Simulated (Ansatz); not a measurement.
TePb, 2 atoms in the cell. The typed cell holds 2 atoms: a = 4.569 Å, b = 4.569 Å, c = 4.569 Å, α = 60.00°, β = 60.00°, γ = 60.00°.  The cell isn't the ideal one: atoms moved at random, drawn with an rms of 0.1 Å.

| Property | Result |
| --- | --- |
| Program | Ansatz 0.2.0 |
| Task | relaxation of the atoms |
| Functional | RPBE |
| Potentials or basis | all-electron LAPW, scalar-relativistic |
| Basis error allowed | 0.002 eV/atom |
| k mesh | 5 × 5 × 5 |
| Occupations | fermi-dirac, width 0.025 eV |
| Spin | non-collinear spin, ferromagnetic start |
| Starting moments | [[0.0, 0.0, 0.5], [0.0, 0.0, 0.0]] μB |

Potentials or basis: all-electron LAPW, scalar-relativistic.

Run with:

```console
$ ansatz run input.yaml --threads 1 --pin off --max-ram 2560MiB --backend cpu --events-out ev --progress --plain --runs-dir out
```

Hardware: 1 thread of Arm Neoverse V1, on a shared host.

**Question.** How long does it take, and how much memory?

**Answer.** Run time: 10 min on 1 thread of Arm Neoverse V1, on a shared host, peak memory 0.77 GiB. Counts: scf iterations 29, plane waves 459, k points 63, bands 37, ion steps 4.
